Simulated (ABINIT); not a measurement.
CO2:

```
O C
1.0
    -1.97473    1.97473    3.01406
     1.97473   -1.97473    3.01406
     1.97473    1.97473   -3.01406
O C
4 2
Direct
  0.87500 0.95980 0.58480
  0.37500 0.29020 0.41520
  0.04020 0.62500 0.91520
  0.70980 0.12500 0.08480
  0.00000 0.00000 0.00000
  0.75000 0.25000 0.50000
```

The cell comes from a database or a generator and needn't be the stable form of this composition.

Program: ABINIT 10.8.3 (patched build). Alike in all runs: no spin polarisation; cell as given; smearing fermi-dirac 0.05 eV.

**Question.** Order these runs on this cell by their band gap on the k mesh, lowest first.
A. level PBEsol; potentials or basis PseudoDojo NC SR PBEsol v0.4.1 standard; k mesh 9 × 9 × 9; cutoff (eV) 1143
B. level LDA-PZ; potentials or basis JTH PAW LDA v2.0; k mesh 9 × 9 × 9; cutoff (eV) 626; fine-grid cutoff 1224.51 eV
C. level TB-mBJ; potentials or basis JTH PAW LDA v2.0; k mesh 8 × 8 × 8; cutoff (eV) 762; fine-grid cutoff 1360.57 eV

**Answer.** B (7.41 eV), A (7.58 eV), C (10.00 eV).

Caveats: an odd mesh through Γ misses points on the zone boundary, where band edges often lie (some runs); the constant c of TB-mBJ comes from the pseudo density here, which moves gaps by up to 0.3 eV between sets of potentials (some runs).

Not every run made on this cell is shown here.
